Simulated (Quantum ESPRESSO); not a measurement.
**Sr under changes of volume**

One of the cells (56.319 Å³/atom); the others are scaled copies at fixed shape and fractional positions:

```
Sr
1.0
     0.00000    3.04235    3.04235
     3.04235    0.00000    3.04235
     3.04235    3.04235    0.00000
Sr
1
Direct
  0.00000 0.00000 0.00000
```

```yaml
Program: Quantum ESPRESSO 7.5
Functional: LDA
Potentials_or_basis: GBRV 1.5 LDA
Cutoff: 612 eV
Density_cutoff: 4898 eV
k_mesh: 8 × 8 × 8
Occupations: fermi-dirac, width 0.05 eV
Spin: no spin polarisation
```

```csv
volume (Å³/atom),energy over the lowest point (meV/atom),pressure (GPa)
52.940,0.00,-1.1
54.067,8.43,-1.3
55.193,18.21,-1.5
56.319,29.20,-1.6
57.446,41.38,-1.8
58.572,54.48,-1.9
59.698,?,?
```

Task: What does the run at 59.698 Å³/atom give?

Result: Energy over the lowest point 68.49 meV/atom; pressure -2.0 GPa.

Worked out: A Birch-Murnaghan fit of order 3 (a polynomial in V^(-2/3)) to the other rows has no minimum within the range. It gives 68.51 meV/atom at 59.698 Å³/atom, against the run's 68.49, and -dE/dV = -2.1 GPa, against -2.0.

Energies are extrapolated to zero smearing.
